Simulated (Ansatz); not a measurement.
AlGa2As3, ordered on the zincblende lattice (I-4m2) with 6 atoms a cell at its r2SCAN geometry, run in Ansatz at 3 levels of theory. No magnetic order. The prototype was imposed, so other structures may be more stable.

The PBE+SOC input:
```yaml
crystal:
  lattice:
    - [-2.0057689238, 2.0057689238, 8.5008281021]
    - [2.0057689238, -2.0057689238, 8.5008281021]
    - [2.0057689238, 2.0057689238, -8.5008281021]
  atoms:
    - { symbol: Al, position: [0.0, 0.0, 0.0] }
    - { symbol: As, position: [0.4168253098, 0.9168253098, 0.5] }
    - { symbol: Ga, position: [0.3332318861, 0.3332318861, 0.0] }
    - { symbol: As, position: [0.75, 0.25, 0.5] }
    - { symbol: Ga, position: [0.6667681139, 0.6667681139, 0.0] }
    - { symbol: As, position: [0.0831746902, 0.5831746902, 0.5] }
kpoints:
  mp_grid: { grid: [10, 10, 10] }
  band_path:
    path:
      - [0.0, 0.0, 0.0]
      - [0.0, 0.0, 0.5]
      - [0.25, 0.25, 0.25]
      - [0.0, 0.5, 0.0]
      - [0.5, 0.5, -0.5]
      - [0.2639180803, 0.7360819197, -0.2639180803]
      - [-0.2639180803, 0.2639180803, 0.2639180803]
      - [-0.0278361605, 0.0278361605, 0.5]
      - [0.5, 0.5, -0.0278361605]
    npoints: 1
hamiltonian:
  xc: pbe
scf:
  occupations: { method: fermi_dirac, width: 0.02 }
  n_extra_bands: 10
magnetization:
  noncollinear: true
  spin_orbit: true
output:
  forces: true
  stress: true
  eigenvalues: true
  write_density: true
  write_potential: true
  elf: true
  volumetric_format: npy
```

Main results, then, where recorded, the levels near the gap in eV from the Fermi energy (columns number the bands from 0), one row a point of the path (Γ, X, P, N, M, S, S₀, R, G):
```
Crystal: 6 atoms, lattice volume = 136.799 Å³
Symmetry: 8 space group operations + 8 with time reversal
Magnetic group: BNS 119.316 (UNI 976)
```
```
Basis set: ecut = 420 eV, 2641 PW (Γ), FFT grids on a1−a2, a2, a1+a3
Bands: 84, of which v1, the nominal top of the filled ones, is band 74 counted from 1 (73 counted from 0)
k-points: 102 of 1000 (time reversal used)
Free energy (F): -22674.826837 eV
Fermi energy:    7.974062 eV
--- Forces (eV/Å), atoms counted from 1 ---
  atom   1  Al      0.00000      0.00000      0.00000
  atom   2  As      0.00000      0.00000      0.05453
  atom   3  Ga      0.00000      0.00000      0.00636
  atom   4  As      0.00000      0.00000      0.00000
  atom   5  Ga      0.00000      0.00000    -0.00636
  atom   6  As      0.00000      0.00000    -0.05453
--- Stress (GPa, compression-positive) ---
        2.465170       0.000000       0.000000
        0.000000       2.465170       0.000000
        0.000000       0.000000       2.475656
  P = ⅓ Tr σ = 2.4687 GPa (24.687 kbar)
```
```tsv
band_64	band_65	band_66	band_67	band_68	band_69	band_70	band_71	band_72	band_73	band_74	band_75	band_76	band_77	band_78	band_79
-2.534	-2.534	-2.459	-2.459	-0.726	-0.726	-0.411	-0.411	-0.398	-0.398	0.388	0.388	1.102	1.102	1.450	1.450
-3.617	-3.617	-3.502	-3.502	-3.469	-3.469	-3.029	-3.029	-2.930	-2.930	0.965	0.965	1.311	1.311	2.598	2.598
-3.640	-3.614	-3.304	-3.276	-3.236	-3.206	-3.182	-3.152	-3.132	-3.128	1.397	1.424	1.537	1.549	1.595	1.644
-3.073	-3.073	-1.647	-1.647	-1.596	-1.596	-1.561	-1.561	-1.421	-1.421	0.793	0.793	2.082	2.082	2.432	2.432
-2.686	-2.686	-1.587	-1.587	-1.463	-1.463	-1.397	-1.397	-1.255	-1.255	0.958	0.958	1.321	1.321	2.057	2.057
-2.076	-2.035	-1.942	-1.918	-1.733	-1.732	-1.511	-1.509	-1.440	-1.435	1.036	1.067	1.522	1.534	2.430	2.446
-2.076	-2.035	-1.942	-1.918	-1.733	-1.732	-1.511	-1.509	-1.440	-1.435	1.036	1.067	1.522	1.534	2.430	2.446
-3.667	-3.620	-3.457	-3.444	-3.428	-3.387	-3.068	-3.045	-2.963	-2.955	1.021	1.029	1.362	1.379	2.609	2.615
-3.667	-3.620	-3.457	-3.444	-3.428	-3.387	-3.068	-3.045	-2.963	-2.955	1.021	1.029	1.362	1.379	2.609	2.615
```

With PBE+SOC the gap is 0.79 eV and direct, at Γ.

Problem. In the first input these blocks are replaced (the band path and keys that only write files left aside):
```yaml
hamiltonian:
  xc: r2scan
scf:
  occupations: { method: fixed }
  n_extra_bands: 5
```
(magnetization left out)
What comes out?

Solution.
```
Basis set: ecut = 500 eV, 3439 PW (Γ), FFT grids on a1+a3, a2+a3, a3
Bands: 42, of which v1, the nominal top of the filled ones, is band 37 counted from 1 (36 counted from 0)
k-points: 102 of 1000 (time reversal used)
Free energy (F): -22717.742374 eV
Fermi energy:    7.237649 eV
--- Forces (eV/Å), atoms counted from 1 ---
  atom   1  Al      0.00000      0.00000      0.00000
  atom   2  As      0.00000      0.00000    -0.00403
  atom   3  Ga      0.00000      0.00000    -0.00437
  atom   4  As      0.00000      0.00000      0.00000
  atom   5  Ga      0.00000      0.00000      0.00437
  atom   6  As      0.00000      0.00000      0.00403
--- Stress (GPa, compression-positive) ---
       -0.001361       0.000000       0.000000
        0.000000      -0.001361       0.000000
        0.000000       0.000000       0.009555
  P = ⅓ Tr σ = 0.0023 GPa (0.023 kbar)
```
```tsv
band_32	band_33	band_34	band_35	band_36	band_37	band_38	band_39
-2.078	-2.078	-0.018	0.000	0.000	1.383	1.918	2.301
-3.229	-3.084	-3.065	-2.567	-2.567	1.782	2.125	3.471
-3.212	-2.834	-2.803	-2.777	-2.736	2.234	2.374	2.429
-2.618	-1.176	-1.098	-1.057	-1.039	1.690	2.960	3.384
-2.118	-1.052	-1.052	-0.846	-0.846	1.778	2.134	2.885
-1.563	-1.436	-1.275	-1.060	-0.981	1.920	2.441	3.356
-1.563	-1.436	-1.275	-1.060	-0.981	1.920	2.441	3.356
-3.255	-3.030	-3.001	-2.599	-2.591	1.843	2.187	3.486
-3.255	-3.030	-3.001	-2.599	-2.591	1.843	2.187	3.486
```
r2SCAN gives a direct gap of 1.38 eV at Γ. The mean stress is close to zero (0.00 GPa).

Problem. In the first input these blocks are replaced (the band path and keys that only write files left aside):
```yaml
kpoints:
  mp_grid: { grid: [6, 6, 6] }
hamiltonian:
  xc: hse06
scf:
  occupations: { method: fixed }
  n_extra_bands: 5
```
(magnetization left out)
What comes out?

Solution.
```
Basis set: ecut = 420 eV, 2641 PW (Γ), FFT grids on a1+a3, a2+a3, a3
Bands: 42, of which v1, the nominal top of the filled ones, is band 37 counted from 1 (36 counted from 0)
k-points: 30 of 216 (time reversal used)
Exchange kernel: α = 0.2500, screened, ω = 0.2079 Å⁻¹, Wigner–Seitz truncation, v(0) = 1046.8324 eV·Å³, q-mesh 6×6×6
hybrid outer 1: dexx = +2.898e-2 eV, tail = 1.83e-4 eV
hybrid outer 2: dexx = +4.039e-6 eV, tail = 9.55e-8 eV, Δε = 2.49e-3 eV, ΔF = 5.31e-3 eV/Å
hybrid outer 3: dexx = +1.770e-9 eV, tail = 2.15e-9 eV, Δε = 9.24e-5 eV, ΔF = 4.65e-6 eV/Å
Free energy (F): -22679.514131 eV
Fermi energy:    7.055811 eV
--- Forces (eV/Å), atoms counted from 1 ---
  atom   1  Al      0.00000      0.00000      0.00000
  atom   2  As      0.00000      0.00000      0.01687
  atom   3  Ga      0.00000      0.00000      0.00605
  atom   4  As      0.00000      0.00000      0.00000
  atom   5  Ga      0.00000      0.00000    -0.00605
  atom   6  As      0.00000      0.00000    -0.01687
--- Stress (GPa, compression-positive) ---
        0.506461       0.000000       0.000000
        0.000000       0.506461       0.000000
        0.000000       0.000000       0.395675
  P = ⅓ Tr σ = 0.4695 GPa (4.695 kbar)
```
```tsv
band_32	band_33	band_34	band_35	band_36	band_37	band_38	band_39
-2.182	-2.182	-0.011	0.000	0.000	1.752	2.252	2.605
-3.418	-3.243	-3.224	-2.700	-2.700	2.068	2.483	3.806
-3.380	-2.992	-2.944	-2.918	-2.878	2.537	2.677	2.823
-2.753	-1.244	-1.138	-1.102	-1.082	2.054	3.401	3.730
-2.235	-1.094	-1.094	-0.881	-0.881	2.067	2.493	3.354
-1.624	-1.497	-1.339	-1.109	-1.020	2.310	2.799	3.722
-1.624	-1.497	-1.339	-1.109	-1.020	2.310	2.799	3.722
-3.443	-3.185	-3.160	-2.734	-2.726	2.130	2.547	3.822
-3.443	-3.185	-3.160	-2.734	-2.726	2.130	2.547	3.822
```
HSE06 gives a direct gap of 1.75 eV at Γ. The mean pressure is +0.5 GPa (compression positive), so HSE06 would enlarge the cell's volume. (The program warns that its thresholds are loose for a hybrid's stress.)

Small level splittings and stresses of the hybrids carry the error of their coarser meshes.

Totals of different functionals, or with and without spin-orbit coupling, can't be compared.

Only the levels marked +SOC include spin-orbit coupling.
